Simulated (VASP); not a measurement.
A run of VASP 6.6.1 is set up as follows.

Contents of INCAR:

```
PREC = Accurate
ENCUT = 520
EDIFF = 1E-7
ISMEAR = 1
SIGMA = 0.1
LREAL = False
LASPH = True
NELM = 120
ALGO = Fast
ISIF = 2
LWAVE = False
LCHARG = False
LDIPOL = True
IDIPOL = 3
DIPOL = 0.5 0.5 0.500
GGA = PE
IBRION = 2
NSW = 90
EDIFFG = -0.02
KPAR = 2
```

KPOINTS

```
regular mesh
0
Gamma
  11 11 1
```

POSCAR

```
Al
1.0
    2.9124880100      0.0000000000      0.0000000000
    0.0000000000      2.9124880100      0.0000000000
    0.0000000000      0.0000000000     30.0033842800
Al
6
Direct
    0.0000000000      0.0000000000      0.3346009200
    0.5000000000      0.5000000000      0.4007612200
    0.0000000000      0.0000000000      0.4669215200
    0.5000000000      0.5000000000      0.5330784800
    0.0000000000      0.0000000000      0.5992387800
    0.5000000000      0.5000000000      0.6653990800
```

Potentials or basis: VASP PAW PBE potentials, release 64 (Al).

Launch:

```bash
$ cat potpaw_PBE.64/Al/POTCAR > POTCAR
$ mpirun -np 2 vasp_std > vasp.out
```

Task: Estimate the energy gained by relaxing.

Result: 2.1 meV/atom.

Task: Estimate the band gap on the k mesh.

Result: None (metal or under the smearing width).

Final structure:
```xyz
6
Lattice="2.9125 0.0000 0.0000 0.0000 2.9125 0.0000 0.0000 0.0000 30.0034" Properties=species:S:1:pos:R:3 pbc="T T T"
Al    0.0000    0.0000    9.9657
Al    1.4562    1.4562   12.0020
Al    2.9125    0.0000   13.9748
Al    1.4562    1.4562   16.0286
Al    0.0000    0.0000   18.0014
Al    1.4562    1.4562   20.0377
```
